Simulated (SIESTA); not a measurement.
Crystal: ZnS.

```
CELL_PARAMETERS angstrom
0.00000 2.70200 2.70200
2.70200 0.00000 2.70200
2.70200 2.70200 0.00000
ATOMIC_POSITIONS crystal
Zn 0.75000 0.75000 0.75000
S 0.00000 0.00000 0.00000
```

Base run:

```yaml
Program: SIESTA 5.4.2
Functional: vdW-DF-C09
Potentials_or_basis: PseudoDojo 0.4 standard (PBE files)
Basis: DZP (energy shift 0.002 Ry)
Grid_cutoff: 800 Ry
Energy_shift: 0.002 Ry
k_mesh: 9 × 9 × 9
Occupations: fermi-dirac, width 0.05 eV
Spin: no spin polarisation
```

Its results: band gap on the k mesh 2.60 eV, direct; pressure 0.8 GPa.

Task: The run is repeated on the same cell with these changes: functional from vdW-DF-C09 to OLYP. What comes out?

Result: Band gap on the k mesh 3.18 eV, direct; pressure 5.7 GPa.

Caveats: semicore shells carry a single zeta, which can move pressures by several GPa and volumes by a few percent; the valence orbitals were made in a potential fitted to the semicore shell under them, which widens gaps by tenths of an eV or more; the potentials were made for another functional, which shifts forces and pressure; the basis of atomic orbitals isn't converged, which shifts pressures, moduli and gaps.
